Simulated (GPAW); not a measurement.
Here is a GPAW 26.7.0 calculation.

The input run.py:

```python
from ase import Atoms
from ase.calculators.mixing import SumCalculator
from ase.filters import FrechetCellFilter
from ase.io import write
from ase.optimize import BFGS
from dftd3.ase import DFTD3
from gpaw import GPAW, PW, setup_paths

setup_paths.insert(0, '.')

atoms = Atoms(['Cu', 'Cu'],
              cell=[[2.5340966698, 0.0, 0.0],
                    [-1.2670483349, 2.1945920917, 0.0],
                    [0.0, 0.0, 4.112571]],
              scaled_positions=[[0.6666666667, 0.3333333333, 0.75],
                                [0.3333333333, 0.6666666667, 0.25]],
              pbc=True)

calc = GPAW(mode=PW(600),
            xc='PBEsol',
            kpts={'size': (10, 10, 6), 'gamma': True},
            occupations={'name': 'fermi-dirac', 'width': 0.05},
            nbands=23,
            convergence={'density': 1e-05, 'forces': 0.0001},
            maxiter=150,
            txt='gpaw.txt')
atoms.calc = SumCalculator([calc, DFTD3(damping='d3bj', params_tweaks=dict(method='pbesol', atm=True))])
opt = BFGS(FrechetCellFilter(atoms), trajectory='relax.traj', logfile='-')
done = opt.run(fmax=0.02, steps=60)
calc.write('gs.gpw')
write('result.traj', atoms)
print('Converged:', done)
print('Cell:', atoms.cell.cellpar().round(4))
print('Volume:', round(atoms.get_volume(), 4))
print(atoms.get_scaled_positions().round(5))
```

Potentials or basis: PAW data sets generated in the run's folder for this functional, pw.

Run with:

```bash
$ gpaw-setup -f PBEsol Cu
$ OMP_NUM_THREADS=1 python run.py
```

(1) Predict the relaxed volume.

(2) What does it give for the band gap on the k mesh?

(3) Predict the space group after relaxing (to 0.05 Å).

(4) What does it give for the relaxed cell?

Answers

(1) 11.10 Å³/atom.

(2) none (metal or under the smearing width).

(3) P6_3/mmc (No. 194).

(4) a = 2.509 Å, b = 2.509 Å, c = 4.071 Å, α = 90.00°, β = 90.00°, γ = 120.00°.

Caveat: with this Cu data set, volumes or pressures lay over 1.5 % or 2 GPa off other programs in two to four cells of ten; later steps reuse the first step's grids; pairwise dispersion overbinds metals, which lowers pressure and volume.
